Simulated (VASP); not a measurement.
A run of VASP 6.6.1 is set up as follows.

The input INCAR:

```
SYSTEM = Re
  PREC = Accurate
  ENCUT = 520
  EDIFF = 1E-6
  ISMEAR = 0
  SIGMA = 0.5
  LREAL = .FALSE.
  LASPH = .TRUE.
  NELM = 100
  ALGO = Fast
  ISIF = 2
  LWAVE = .FALSE.
  LCHARG = .FALSE.
  GGA = PS
  NBANDS = 10
```

The input KPOINTS:

```
Automatic mesh
0
G
  18 18 18
  0 0 0
```

File POSCAR:

```
Re
1.0
    0.0000000000      1.9404000000      1.9404000000
    1.9404000000      0.0000000000      1.9404000000
    1.9404000000      1.9404000000      0.0000000000
Re
1
Direct
    0.0000000000      0.0000000000      0.0000000000
```

Potentials or basis: VASP PAW PBE potentials, release 64 (Re).

Launch:

```sh
$ cat potpaw_PBE.64/Re/POTCAR > POTCAR
$ mpirun -np 1 vasp_std > vasp.out
```

Problem. What does it give for the band gap on the k mesh?

Solution. None (metal or under the smearing width).

Problem. What does it give for the pressure?

Solution. 0.4 GPa.

Caveat: the PAW data sets were made with another functional, which shifts forces and pressure a little. Spin-orbit coupling is left out, which matters for the levels of Re.
